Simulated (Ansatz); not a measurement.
input.yaml (Ansatz)

```yaml
crystal:
  lattice:
    - [-2.9967815642, 2.6284905307, 1.3348749177]
    - [2.6284905307, -2.9967815642, 1.3348749177]
    - [2.6900148714, 2.6900148714, -2.00940062]
  atoms:
    - { symbol: Ga, position: [0.9914626456, 0.0085373544, 1.0] }
    - { symbol: Ga, position: [0.7585373544, 0.2414626456, 0.5] }
hamiltonian:
  xc: r2scan
  pseudopotentials:
    kind: paw_fr
    azcp:
      Ga: "pseudopotentials/Ga.paw.azcp"
basis:
  ecutwfc: 500
  fft_grid_basis: typed
kpoints:
  mp_grid: { grid: [15, 15, 9], shift: [0, 0, 0] }
magnetization:
  noncollinear: true
  spin_orbit: true
scf:
  occupations: { method: fermi_dirac, width: 0.1 }
output:
  write_density: true
  write_potential: true
  elf: true
  volumetric_format: npy
```

Output

```
Engine: ansatz 0.2.0, x86_64-unknown-linux-gnu
Pseudopotentials: kind: paw_fr
Pseudopotential: Ga, paw_fr, valence charge 13, recommended cutoff 500 eV (meta_gga) 
Functional definition: r2SCAN
  parameter k0 = 0.174
  parameter k1 = 0.065
  parameter a1 = 4.9479
  exchange = r2scan_x(k0 = k0, k1 = k1, a1 = a1)
  correlation = r2scan_c
non-collinear run that drives no moment, with spin-orbit: no starting moment large enough to seed its density (crystal.atoms[].spin), no starting occupations that ask for one, no magnetisation constraint and no magnetic field, so the semilocal B_xc is pinned to zero
Crystal: 2 atoms, lattice volume = 36.236 Å³
Basis set: ecut = 500 eV, 911 PW (Γ), exchange–correlation on 128×128×128 points (64 copies of the dense FFT grid, shifted against one another)
Bands: 34, of which v1, the nominal top of the filled ones, is band 26 counted from 1 (25 counted from 0)
Symmetry: 4 space group operations + 4 with time reversal
Magnetic group: BNS 15.86 (UNI 93), of the structure as read, at distance tolerance 3.3e-5 Å
k-points: 544 of 2025
Projection manifold: j_resolved (fully-relativistic pseudo-atomic orbitals)
Non-local potential: Ga, projectors of the file, l = 0: 2, l = 1: 4, l = 2: 6, l = 3: 2
PAW form: soft (Blöchl's): semilocal exchange-correlation on the pseudo side does not see the compensation charge
PAW frozen core: Ga, regenerated for the run's functional (the file was generated under x = pbe(κ = 0.804, μ = 0.2195149727645171), c = pbe(β = 0.06672455060314922))
PAW one-centre angular grid: Ga, 590 points (default); XC on 224 Gauss nodes
Initial density: superposition of atomic densities (chi_scale 0.1, normalization cell)
Initial wavefunctions: pseudopotential atomic-orbital guess
Functional: x = r2scan, c = r2scan; τ floored in thin density (d = 2e-4 eV/Å³)
iter 1 solved again at ethr=4.96e-4 eV; its pass at ethr=3.10e-3 eV (dr2=1.29e-1 eV) is discarded
SCF iter   1: F=—  HF=-7575.333566 eV  |F-HF|=—  |Δ(HF+E_count)|=         —  Δρ=2.45e-2  dr2=1.33e-1  dr2_τ=4.07e-4  dr2_m=0.00e0 (ungated)  ethr=4.96e-4  |M|=0.00e0 ∫|m|=0.00e0 μB  |m|>n=0.0e0 m-floor=0.0e0 τ_xc=0.0e0  β_m=0.30  ⟨swp⟩=1.2  Hψ=54154  notcnv=0
spin=Noncollinear: Kerker preconditioning applied to the charge; magnetization (m_x, m_y, m_z) channels mix plain (no charge-response kernel on spin).
SCF iter   2: F=—  HF=-7575.398806 eV  |F-HF|=—  |Δ(HF+E_count)|=   6.52e-2  Δρ=2.02e-2  dr2=8.74e-2  dr2_τ=3.19e-4  dr2_m=0.00e0 (ungated)  ethr=4.96e-4  |M|=0.00e0 ∫|m|=0.00e0 μB  |m|>n=0.0e0 m-floor=0.0e0 τ_xc=0.0e0  β_m=0.54  ⟨swp⟩=2.0  Hψ=11620  notcnv=0
SCF iter   3: F=—  HF=-7575.433170 eV  |F-HF|=—  |Δ(HF+E_count)|=   3.44e-2  Δρ=3.68e-3  dr2=3.80e-3  dr2_τ=1.83e-5  dr2_m=0.00e0 (ungated)  ethr=3.36e-4  |M|=0.00e0 ∫|m|=0.00e0 μB  |m|>n=0.0e0 m-floor=0.0e0 τ_xc=0.0e0  β_m=0.60  ⟨swp⟩=3.0  Hψ=18628  notcnv=0  defer=144
SCF iter   4: F=—  HF=-7575.435070 eV  |F-HF|=—  |Δ(HF+E_count)|=   1.90e-3  Δρ=1.22e-3  dr2=2.90e-4  dr2_τ=1.39e-6  dr2_m=0.00e0 (ungated)  ethr=1.46e-5  |M|=0.00e0 ∫|m|=0.00e0 μB  |m|>n=0.0e0 m-floor=0.0e0 τ_xc=0.0e0  β_m=0.69  ⟨swp⟩=2.0  Hψ=16257  notcnv=0  defer=144
SCF iter   5: F=—  HF=-7575.435222 eV  |F-HF|=—  |Δ(HF+E_count)|=   1.52e-4  Δρ=5.17e-4  dr2=6.14e-5  dr2_τ=2.33e-7  dr2_m=0.00e0 (ungated)  ethr=1.11e-6  |M|=0.00e0 ∫|m|=0.00e0 μB  |m|>n=0.0e0 m-floor=0.0e0 τ_xc=0.0e0  β_m=0.82  ⟨swp⟩=2.0  Hψ=16282  notcnv=0  defer=144
SCF iter   6: F=—  HF=-7575.435283 eV  |F-HF|=—  |Δ(HF+E_count)|=   6.08e-5  Δρ=9.50e-5  dr2=2.39e-6  dr2_τ=5.09e-9  dr2_m=0.00e0 (ungated)  ethr=2.36e-7  |M|=0.00e0 ∫|m|=0.00e0 μB  |m|>n=0.0e0 m-floor=0.0e0 τ_xc=0.0e0  β_m=0.91  ⟨swp⟩=2.0  Hψ=16281  notcnv=0  defer=144
SCF iter   7: F=—  HF=-7575.435286 eV  |F-HF|=—  |Δ(HF+E_count)|=   2.73e-6  Δρ=2.96e-5  dr2=2.25e-7  dr2_τ=2.89e-10  dr2_m=0.00e0 (ungated)  ethr=9.21e-9  |M|=0.00e0 ∫|m|=0.00e0 μB  |m|>n=0.0e0 m-floor=0.0e0 τ_xc=0.0e0  β_m=0.95  ⟨swp⟩=2.0  Hψ=16324  notcnv=0  defer=144
SCF iter   8: F=-7575.435286 eV  HF=-7575.435286 eV  |F-HF|=1.51e-8  |Δ(HF+E_count)|=   3.78e-7  Δρ=7.75e-6  dr2=1.24e-8  dr2_τ=2.57e-11  dr2_m=0.00e0 (ungated)  ethr=3.85e-10  |M|=0.00e0 ∫|m|=0.00e0 μB  |m|>n=0.0e0 m-floor=0.0e0 τ_xc=0.0e0  ⟨swp⟩=4.3  Hψ=27941  notcnv=0
SCF 1 converged in 8 iterations: F = -7575.435286 eV  dr2 = 1.24e-8
SCF converged after 8 iterations
Magnetization: |M| = 0.0000 μB,  M = (+0.0000, +0.0000, +0.0000) μB
Absolute magnetization: 0.0000 μB (∫|m|)
  site 0: m = (+0.0000, +0.0000, +0.0000) μB, |m| = 0.0000 μB  (R = 1.12 Å)
  site 1: m = (+0.0000, +0.0000, +0.0000) μB, |m| = 0.0000 μB  (R = 1.12 Å)
Free energy (F): -7575.435286 eV
Harris-Foulkes:  -7575.435286 eV  (|F-HF|=1.51e-8)
Internal energy: -7575.414545 eV  (E = F + TS)
E sigma→0 (E₀):  -7575.424916 eV
Entropy (-TS):   -0.020741 eV (-10.370 meV/atom)
Fermi energy:    10.181874 eV
--- Per-component energies (eV) ---
  E_band       = -75.076157
  E_kinetic    = 229.549143
  E_local      = -3563.189959  (includes V_loc(G=0)·N_el)
  E_nonlocal   = 849.082231
  E_hartree    = 1681.155067
  E_xc         = -125.319671
  E_vxc        = -120.178594  (∫ρ·V_xc dr)
  E_paw        = -3996.872775  (= ΣΔE_a)
  E_vpaw       = -839.283557  (= ΣTr[D̂ρ^β])
  E_aug_tail   = -0.000083  (compensation charges beyond the density's cutoff)
  E_vtau       = 6.637993  (kinetic-family band-sum trace: ∫τ·v_τ [+ j·A + Jᵃ·Aᵃ] dr)
  E_ewald      = -2648.539896
  E_core_change = -1.278602  (= ΣΔE_core)
  E_smearing   = -0.020741  (= −TS)
  E_closure    = 0.000000  (closes the sum)
  Σ components = -7575.435286   (vs F -7575.435286, Δ=0.00e0)
--- Band table (eV; the first three rows and the last of 544) ---
  k-point 0: bands = ["-5.7281", "-5.7281", "-5.7267", "-5.7267", "-5.7004", "-5.7004", "-5.6643", "-5.6643", "-5.1930", "-5.1930", "-5.1807", "-5.1807", "-5.1648", "-5.1648", "-5.1063", "-5.1063", "-5.0271", "-5.0271", "-4.9254", "-4.9254", "-1.8728", "-1.8728", "7.8465", "7.8465", "8.6543", "8.6543", "11.4312", "11.4312", "15.6916", "15.6916", "20.7672", "20.7672", "20.8461", "20.8461"]
  k-point 1: bands = ["-5.7401", "-5.7401", "-5.7082", "-5.7082", "-5.6995", "-5.6995", "-5.6528", "-5.6528", "-5.2052", "-5.2052", "-5.1879", "-5.1879", "-5.1606", "-5.1606", "-5.0971", "-5.0971", "-5.0232", "-5.0232", "-4.9404", "-4.9404", "-1.6954", "-1.6954", "8.0508", "8.0508", "8.1845", "8.1845", "10.6603", "10.6603", "17.4007", "17.4007", "19.5163", "19.5163", "19.6799", "19.6799"]
  k-point 2: bands = ["-5.7459", "-5.7459", "-5.7045", "-5.7045", "-5.6763", "-5.6763", "-5.6269", "-5.6269", "-5.2265", "-5.2265", "-5.1976", "-5.1976", "-5.1579", "-5.1579", "-5.0860", "-5.0860", "-5.0156", "-5.0156", "-4.9740", "-4.9740", "-1.1614", "-1.1614", "6.4814", "6.4814", "8.6724", "8.6724", "10.5174", "10.5174", "17.0827", "17.0827", "17.4679", "17.4679", "20.6482", "20.6482"]
  k-point 543: bands = ["-5.7114", "-5.7114", "-5.6912", "-5.6912", "-5.6387", "-5.6387", "-5.6339", "-5.6339", "-5.1972", "-5.1972", "-5.1929", "-5.1929", "-5.1588", "-5.1588", "-5.1558", "-5.1558", "-5.0422", "-5.0422", "-5.0198", "-5.0198", "2.9965", "2.9965", "3.7601", "3.7601", "5.3929", "5.3929", "6.1515", "6.1515", "21.4201", "21.4201", "22.3340", "22.3340", "22.8693", "22.8693"]
```

Command:

```sh
ansatz run input.yaml --threads 1 --pin off --max-ram 3584MiB --backend cpu --events-out ev --progress --plain --runs-dir out
```

On 1 thread of Intel(R) Xeon(R) Platinum 8259CL CPU @ 2.50GHz (Skylake/Cascade Lake) (shared host) this took about 390 s of wall time and 370 s of CPU time.
